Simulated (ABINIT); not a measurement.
Runs of ABINIT 10.8.3 (patched build) on Al. Symmetry: Pm-3m, No. 221, cubic system. The conventional cell has a = 2.722 Å, b = 2.722 Å, c = 2.722 Å, α = 90.00°, β = 90.00°, γ = 90.00°. Al (site symmetry m-3m) has 6 Al at 2.72 Å as nearest neighbours. The cell was built by a generator and needn't be a form met in nature.

| level | gap on the mesh (eV) | pressure (GPa) |
| --- | --- | --- |
| RPBE | none | (a) |
| PBEsol | none | -0.9 |
| SCAN | none | -1.2 |
| r2SCAN | none | -0.6 |
| WC | none | -0.6 |

Alike in all rows: task single point; potentials or basis JTH PAW PBE v2.0; no spin polarisation; cell as given; k mesh 10 × 10 × 10; cutoff (eV) 490; smearing fermi-dirac 0.05 eV.

Task: Fill in the values left out.

Result: (a) 1.2.

Caveats: the PAW data sets were made with another functional, which shifts forces and pressure a little.

A gap of «none» marks a metal or a gap under the smearing width.

Runs at the PBE level aren't shown here.
